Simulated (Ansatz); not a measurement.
Crystal: InP.

```
In P
1.0
     0.00000    2.76883    2.76883
     2.76883    0.00000    2.76883
     2.76883    2.76883    0.00000
In P
1 1
Direct
  0.00000 0.00000 0.00000
  0.50000 0.50000 0.50000
```

Measurements of this composition are mostly on another form, of space group No. 216.

```yaml
Program: Ansatz 0.2.0
Task: relaxation of cell and atoms
Functional: PBE
Dispersion: D4
Potentials_or_basis: Ansatz PAW
Cutoff: "420 eV (not typed: the program's choice for these potentials)"
k_mesh: 8 × 8 × 8
Occupations: fermi-dirac, width 0.05 eV
Spin: no spin polarisation
```

At the start: volume 21.23 Å³/atom.

Task: How do energy, volume and symmetry change on relaxing?

Result: It ends after 5 steps and the volume is 20.42 Å³/atom (-3.8 %); space group Fm-3m (No. 225, to 0.05 Å).

Step by step:
```csv
step,energy change (eV),largest force (eV/Å),volume (Å³)
1,0.0000,0.0000,42.45
2,-0.0078,0.0000,39.72
3,-0.0157,0.0000,40.92
4,-0.0158,0.0000,40.84
5,-0.0153,0.0000,40.84
```

Final structure:
```xyz
2
Lattice="0.0000 2.7333 2.7333 2.7333 0.0000 2.7333 2.7333 2.7333 0.0000" Properties=species:S:1:pos:R:3 pbc="T T T"
In    0.0000    0.0000    0.0000
P     2.7333    2.7333    2.7333
```

Caveat: the plane-wave basis is chosen anew once the cell has moved, so the energies of steps on either side of that aren't comparable; pairwise dispersion overbinds metals, which lowers pressure and volume.
